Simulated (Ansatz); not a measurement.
# NaI: stable or not

The cell was found from a structure generator's guess, not taken from experiment.

All numbers below come from DFT PBE, scalar-relativistic, plane waves, PAW in Ansatz. Settings of the last relaxation (4-atom cell): 420 eV, 6×6×1 k points, Gaussian smearing of 0.02 eV, no spin polarisation.

Only a and b repeat, and vacuum parts the sheet from its images along c.

```
Na I
1.0
     5.20905    0.00000    0.00000
    -2.60453    4.51117    0.00000
     0.00000    0.00000   36.37257
Na I
2 2
Cartesian
  0.0000 3.0074 7.6456
  2.6045 1.5037 13.3544
  0.0000 0.0000 7.6505
  0.0000 0.0000 13.3495
```

Formation energies are uncorrected and refer to the elements' standard structures at the same level.

Q: These tests were run: energy against the elements; phonons at Γ. What do they show?

A:

| test | result |
| --- | --- |
| energy against the elements | −1.127 eV/atom |
| phonons at Γ | lowest optical mode ≈0 cm⁻¹ |

It fails none of these tests outright. Other phases of the system weren't compared here, so this isn't yet thermodynamic stability. Phonons away from Γ weren't computed. Undecided within the accuracy: phonons at Γ.

Spin–orbit coupling, which can matter for I, is left out. The reference form of I is held partly by dispersion forces, which this level lacks. The run for the phonons used a 6×6×1 k mesh.
